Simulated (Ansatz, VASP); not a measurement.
# InSb in two plane-wave programs, part 2 of 2

One calculation is typed for both programs; each brings its own data sets and cutoff. How far apart do they land? The cell is taken from a series of VASP runs on this material, whose earlier steps may have relaxed, scaled or displaced it; both programs get it as it stands.

VASP 6.6.1 and Ansatz 0.2.0.

So far: The starting structure; Ansatz: zone-centre phonons, PBEsol; VASP: zone-centre phonons, PBEsol.

### 3. VASP: zone-centre phonons, PBEsol (continued)

Level of this step: PBEsol; plane waves and PAW (Sb, In_d) (VASP).

Numbers of over 12 decimals in the logs are rounded to 6 here.

Parts of OUTCAR (step 3):

```text
ion  position               nearest neighbor table
   1  0.750  0.750  0.750-   2 2.82   2 2.82   2 2.82   2 2.82
   2  0.000  0.000  0.000-   1 2.82   1 2.82   1 2.82   1 2.82

  LATTYP: Found a face centered cubic cell.
 ALAT       =     6.5211755122

 Subroutine GETGRP returns: Found 24 space group operations
 (whereof 24 operations were pure point group operations)

The static configuration has the point symmetry T_d .

 Found     72 irreducible k-points:

   k-points           NKPTS =     72   k-points in BZ     NKDIM =     72   number of bands    NBANDS=     15

   dimension x,y,z NGX =    32 NGY =   32 NGZ =   32
   dimension x,y,z NGXF=    64 NGYF=   64 NGZF=   64

   ENCUT  =  450.0 eV  33.07 Ry    5.75 a.u.   7.98  7.98  7.98*2*pi/ulx,y,z

   NELECT =      18.0000    total number of electrons

 k-points in reciprocal lattice and weights: Automatic mesh
   0.00000000  0.00000000  0.00000000       0.001
   0.08333333  0.00000000  0.00000000       0.005
   0.16666667  0.00000000  0.00000000       0.005
   0.25000000  0.00000000  0.00000000       0.005
   0.33333333  0.00000000  0.00000000       0.005
   0.41666667  0.00000000  0.00000000       0.005
   0.50000000  0.00000000  0.00000000       0.002
   0.08333333  0.08333333  0.00000000       0.003
   0.16666667  0.08333333  0.00000000       0.014
[...]
-0.33333333  0.50000000  0.16666667       0.007
  -0.25000000  0.50000000  0.25000000       0.003

 average (electrostatic) potential at core
       1 -87.2718       2 -96.2779

  Total        0.0006792      0.0006792      0.0006792      0.0000000      0.0000000     -0.0000000
  in kB        0.0156967      0.0156967      0.0156967      0.0000000      0.0000000     -0.0000000
  external PRESSURE =       0.0156967 kB  Pullay stress =       0.0000000 kB

  energy-cutoff  :      450.00
  volume of cell :       69.33
      direct lattice vectors                 reciprocal lattice vectors
     0.000000000  3.260587756  3.260587756    -0.153346586  0.153346586  0.153346586
     3.260587756  0.000000000  3.260587756     0.153346586 -0.153346586  0.153346586
     3.260587756  3.260587756  0.000000000     0.153346586  0.153346586 -0.153346586

 POSITION                                       TOTAL-FORCE (eV/Angst)
 -----------------------------------------------------------------------------------
      4.89088      4.89088      4.89088         0.000000      0.000000      0.000000
      0.00000      0.00000      0.00000        -0.000000     -0.000000     -0.000000
 -----------------------------------------------------------------------------------
    total drift:                                0.000000      0.000000      0.000000

 Eigenvectors and eigenvalues of the dynamical matrix
 ----------------------------------------------------

   1 f  =    5.178663 THz    32.538501 2PiTHz  172.741612 cm-1    21.417221 meV
             X         Y         Z           dx          dy          dz
      4.890882  4.890882  4.890882     0.000000    0.695495    0.000000
      0.000000  0.000000  0.000000     0.000000   -0.718531    0.000000

   2 f  =    5.178663 THz    32.538501 2PiTHz  172.741612 cm-1    21.417221 meV
             X         Y         Z           dx          dy          dz
      4.890882  4.890882  4.890882    -0.695495    0.000000    0.000000
      0.000000  0.000000  0.000000     0.718531    0.000000    0.000000

   3 f  =    5.178663 THz    32.538501 2PiTHz  172.741612 cm-1    21.417221 meV
             X         Y         Z           dx          dy          dz
      4.890882  4.890882  4.890882     0.000000    0.000000   -0.695495
      0.000000  0.000000  0.000000     0.000000    0.000000    0.718531

   4 f/i=    0.008494 THz     0.053367 2PiTHz    0.283319 cm-1     0.035127 meV
             X         Y         Z           dx          dy          dz
      4.890882  4.890882  4.890882     0.718531    0.000000    0.000000
      0.000000  0.000000  0.000000     0.695495    0.000000    0.000000

   5 f/i=    0.008494 THz     0.053367 2PiTHz    0.283319 cm-1     0.035127 meV
             X         Y         Z           dx          dy          dz
      4.890882  4.890882  4.890882     0.000000   -0.718531    0.000000
      0.000000  0.000000  0.000000     0.000000   -0.695495    0.000000

   6 f/i=    0.008494 THz     0.053367 2PiTHz    0.283319 cm-1     0.035127 meV
             X         Y         Z           dx          dy          dz
      4.890882  4.890882  4.890882     0.000000    0.000000    0.718531
      0.000000  0.000000  0.000000     0.000000    0.000000    0.695495

 ELASTIC MODULI CONTR FROM IONIC RELAXATION (kBar)
 Direction    XX          YY          ZZ          XY          YZ          ZX
 --------------------------------------------------------------------------------
 XX          -0.0000      0.0000      0.0000     -0.0000      0.0000      0.0000
 YY           0.0000     -0.0000      0.0000     -0.0000     -0.0000     -0.0000
 ZZ           0.0000      0.0000     -0.0000      0.0000     -0.0000      0.0000
 XY          -0.0000     -0.0000      0.0000   -171.0968      0.0000      0.0000
 YZ           0.0000     -0.0000     -0.0000      0.0000   -171.0968      0.0000
 ZX           0.0000     -0.0000      0.0000      0.0000      0.0000   -171.0968
 --------------------------------------------------------------------------------
```

Energies printed during the response cycles are not total energies of the cell.

### 4. Comparison

Known differences besides the potentials themselves: the data sets hold 28 valence electrons in Ansatz (default PAW (the set named soft_2) files) and 18 in VASP; the cutoff is 420 eV in Ansatz and 450 eV in VASP; Ansatz makes its cores anew for this functional, VASP keeps those of its PBE data sets; VASP leaves aspherical gradient terms in its spheres out (LASPH is not set), Ansatz keeps them. Total energies have different zeros and are not compared.

Compared:

```
                  quantity  Ansatz   VASP  difference
optical mode 1 to 3 (cm⁻¹)   171.9  172.7     -0.50 %
```

Modes are paired by rising frequency and degeneracy, not by their patterns, so a pair may still set unlike modes beside each other.

### 5. Summary of results

* r.m.s. difference of the optical zone-centre modes, each program's sorted by frequency (zone-centre phonons, PBEsol): 0.87 cm⁻¹
* difference in optical mode 1 to 3 (zone-centre phonons, PBEsol): -0.5 %

In words: The r.m.s. difference of the optical zone-centre modes, each program's sorted by frequency is 0.87 cm⁻¹ (zone-centre phonons, PBEsol). Among the rows given in per cent, the largest difference of the zone-centre phonons, PBEsol pair is in optical mode 1 to 3, -0.5 %. How closely two codes agree says nothing of how well the functional describes the real material.

[Lines on the potential files, build, host, timing and source positions are cut from VASP's logs without a mark.]

[Logs are printed without paths, hosts, clocks, repeated set-up lines and the standing remarks that a program may print on its own settings, such as how far it seeks lower states.]

[Hosts, paths, dates, database ids (printed as entryN), source tags and the programs' standing remarks are cut or masked in the printed files.]
